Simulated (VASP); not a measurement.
HfO2:

```
CELL_PARAMETERS angstrom
3.55802 0.00000 0.00000
0.00000 3.55802 0.00000
0.00000 0.00000 5.17186
ATOMIC_POSITIONS crystal
Hf 0.00000 0.00000 0.00000
Hf 0.50000 0.50000 0.50000
O 0.00000 0.50000 0.19721
O 0.50000 0.00000 0.30279
O 0.50000 0.00000 0.80279
O 0.00000 0.50000 0.69721
```

Measurements of this composition are mostly on another form, of space group No. 14.

- Program: VASP 6.6.1
- Task: single point
- Functional: PBEsol
- Potentials or basis: VASP PAW PBE potentials, release 64 (Hf_pv, O)
- Cutoff: 520 eV
- k mesh: 8 × 8 × 5
- Occupations: fermi-dirac, width 0.05 eV
- Spin: no spin polarisation

On this cell: pressure -1.4 GPa; largest force 0.062 eV/Å; band gap on the k mesh 4.64 eV, indirect (least direct gap 4.71 eV).

The same run follows on a disturbed copy (atoms moved at random, drawn with an rms of 0.05 Å):

```
Hf O
1.0
     3.55802    0.00000    0.00000
     0.00000    3.55802    0.00000
     0.00000    0.00000    5.17186
Hf O
2 4
Direct
  0.00208 0.01029 0.01088
  0.51311 0.50310 0.49438
  0.98779 0.50715 0.19614
  0.50208 0.99534 0.29651
  0.49375 0.00212 0.81003
  0.99675 0.49559 0.69163
```

Problem. What changes?

Solution. The energy moves by +19.0 meV/atom; pressure 0.1 GPa; largest force 1.537 eV/Å; band gap on the k mesh 4.44 eV, indirect (least direct gap 4.52 eV).

Forces in eV/Å, atoms in the order of the input:
```
Hf  -0.316 -0.114 -1.499
Hf  -0.529 -0.294  1.017
O    0.194 -0.194  0.384
O   -0.261  0.652  0.429
O    0.426 -0.096 -0.417
O    0.487  0.045  0.087
```

Stress tensor (GPa, compression positive):
```
-2.13 -0.17  0.51
-0.17  2.49 -0.20
 0.51 -0.20 -0.07
```

Caveats: the PAW data sets were made with another functional, which shifts forces and pressure a little; spin-orbit coupling is left out, which moves the levels of the heavy elements; an odd mesh through Γ misses points on the zone boundary, where band edges often lie.
